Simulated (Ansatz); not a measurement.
MgO: a sublattice moved along a line

These are results of Ansatz 0.2.0, DFT PBE, scalar-relativistic, plane waves, PAW, not measurements. Settings: plane waves to 350 eV, k-mesh 6×6×6 (Γ-centred), Gaussian smearing 0.05 eV. The mesh is coarse. The cutoff lies under the one recommended for these potentials. No spin polarisation. Energies are free energies at this smearing, counted from the undisturbed cell; pressure is positive in compression.

The undisturbed cell (as given, not relaxed at this level; it stands at -1.8 GPa):

```
Mg O
1.0
     0.00000    2.13515    2.13515
     2.13515    0.00000    2.13515
     2.13515    2.13515    0.00000
Mg O
1 1
Direct
  0.00000 0.00000 0.00000
  0.50000 0.50000 0.50000
```

Every O atom is moved by x along the Cartesian unit vector (0.000, 0.000, -1.000); the cell and all other atoms stay fixed.

(x (Å), ΔE (meV/cell)): (-0.1000, 23.4), (-0.0500, 5.7), (0.0000, 0.0), (0.0125, 0.4), (0.0250, 1.4), (0.0375, 3.2), (0.0625, 9.0), (0.0750, 13.0), (0.0875, 17.8)

By symmetry 0.1000 repeats -0.1000, -0.0750 repeats 0.0750, 0.0500 repeats -0.0500, -0.0250 repeats 0.0250 in energy, with the opposite slope along the path.

Cost: 9 runs of about 0.2 core-minutes in all, on Intel Xeon Processor @ 2.50GHz (Skylake/Cascade Lake) (shared hosts).